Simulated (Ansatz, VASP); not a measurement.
**One calculation of Os, two programs**

```
Os
1.0
     0.00000    1.93849    1.93849
     1.93849    0.00000    1.93849
     1.93849    1.93849    0.00000
Os
1
Direct
  0.00000 0.00000 0.00000
```

Change from the starting cell: volume scaled by 0.99, crystal datasets.

Alike in both runs: task electric field gradients; functional PBEsol; k mesh 14 × 14 × 14; occupations fermi-dirac, width 0.05 eV; no spin polarisation.

```csv
,VASP,Ansatz
version,VASP 6.6.1,Ansatz 0.2.0
potentials or method,"VASP PAW PBE potentials, release 64 (Os), cutoff 520 eV","all-electron PAW with datasets made for the crystal, scalar-relativistic"
```

|  | VASP | Ansatz | Ansatz less VASP |
| --- | --- | --- | --- |
| pressure (GPa) | -16.5 | -16.5 | -0.02 |
| Vzz of the field gradient on the site that differs most (V/Å²) | 0.0 | 0.0 | 0.00 |

Ansatz ran all-electron here, so the differences hold the error of VASP's frozen core and of both bases. Ansatz warned: «gradients_without_spin_orbit».

Caveats: so large a pressure means that the cell lies far from this level's equilibrium, or that cutoff or potentials fall short (VASP); the potentials were made for another functional, which shifts forces and pressure (VASP). The runs have no spin-orbit coupling, so splittings on Os are missing.
